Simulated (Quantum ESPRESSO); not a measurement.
## GaAs: single point with PBE

**The experiment to reproduce.**

“Evidence of valence band perturbations in GaAsN/GaAs(001): A combined variable-angle spectroscopic ellipsometry and modulated photoreflectance investigation”, 2008, arxiv:0805.2212 reports, for a bulk crystal of GaAs at 300 K: band gap 1.418 ± 0.005 eV (direct).

Crystal: GaAs.

```
As Ga
1.0
     0.00000    2.82685    2.82685
     2.82685    0.00000    2.82685
     2.82685    2.82685    0.00000
As Ga
1 1
Direct
  0.75000 0.75000 0.75000
  0.00000 0.00000 0.00000
```

```
Program             : Quantum ESPRESSO 7.5
Task                : single point
Functional          : PBE
Potentials or basis : SSSP 1.3 efficiency PBE
Cutoff              : 952 eV
Density cutoff      : 7619 eV
k mesh              : 8 × 8 × 8
Occupations         : fermi-dirac, width 0.05 eV
Spin                : no spin polarisation
```

| Quantity | Value |
| --- | --- |
| Pressure | 3.3 GPa |
| Band gap on the k mesh | 0.53 eV, direct |

Levels at points of the mesh, in eV from the valence-band top:
| k point | band 6 | band 7 | band 8 | band 9 | band 10 | band 11 | band 12 | band 13 |
| --- | --- | --- | --- | --- | --- | --- | --- | --- |
| (0.00, 0.00, 0.00) | -12.72 | 0.00 | 0.00 | 0.00 | 0.53 | 3.73 | 3.73 | 3.73 |
| (0.00, 0.00, -0.50) | -10.96 | -6.64 | -1.14 | -1.14 | 1.00 | 4.64 | 4.64 | 7.82 |
| (0.00, -0.50, -0.50) | -10.22 | -6.82 | -2.67 | -2.67 | 1.46 | 1.65 | 10.21 | 10.21 |

Run time: 57 s on 1 thread of Arm Neoverse V1, with other jobs on the host, peak memory 0.29 GiB.

Measured gap of GaAs: 1.418 eV (direct; 300 K; “Evidence of valence band perturbations in GaAsN/GaAs(001): A combined variable-angle spectroscopic ellipsometry and modulated photoreflectance investigation”, 2008, arxiv:0805.2212). This calculation gives 0.53 eV (-0.88 eV). 3 values of this kind are on record (1.412 to 1.51 eV); this one was drawn at random among those near their median, those with a stated uncertainty first. Spin-orbit coupling on As, Ga is left out. The value is that of PBE on a finite k mesh, which can miss the band edges, without temperature or zero-point motion. Semilocal functionals fall short of measured gaps as a rule.
